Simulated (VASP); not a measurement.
## TiTe2: single point with PBE+D3(BJ)

Crystal: TiTe2.

```
CELL_PARAMETERS angstrom
3.62786 0.00000 0.00000
-1.81393 3.14182 0.00000
0.00000 0.00000 6.22833
ATOMIC_POSITIONS crystal
Ti 0.00000 0.00000 0.00000
Te 0.66667 0.33333 0.27875
Te 0.33333 0.66667 0.72125
```

```
Program                : VASP 6.6.1
Task                   : single point
Functional             : PBE
Dispersion             : D3(BJ)
Potentials or basis    : VASP PAW PBE potentials, release 64 (Ti_sv, Te)
Cutoff                 : 520 eV
k mesh                 : 15 × 15 × 8
Occupations            : gaussian, width 0.1 eV
Spin                   : no spin polarisation
Dipole correction      : no
Further INCAR settings : ALGO = Fast; EDIFF = 1e-07; NBANDS = 19
```

- Pressure: 3.1 GPa
- Largest force: 0.006 eV/Å
- Band gap on the k mesh: none (metal or under the smearing width)
- Dispersion energy per atom: -0.556 eV

Forces in eV/Å, atoms in the order of the input:
```
Ti   0.000  0.000  0.000
Te   0.000  0.000  0.006
Te   0.000  0.000 -0.006
```

Levels at points of the mesh, in eV from the Fermi level:
```tsv
k point	band 10	band 11	band 12	band 13	band 14	band 15
(0.00, 0.00, 0.00)	0.15	0.48	0.48	0.96	1.46	1.46
(0.00, 0.00, 0.50)	-1.47	0.46	0.46	0.87	0.87	1.21
```

Run time: 10 min on 1 thread of Intel(R) Xeon(R) Platinum 8488C (Sapphire Rapids), with other jobs on the host, peak memory 0.39 GiB.

Caveat: pairwise dispersion overbinds metals, which lowers pressure and volume. The run has no spin-orbit coupling, so splittings on Te are missing.
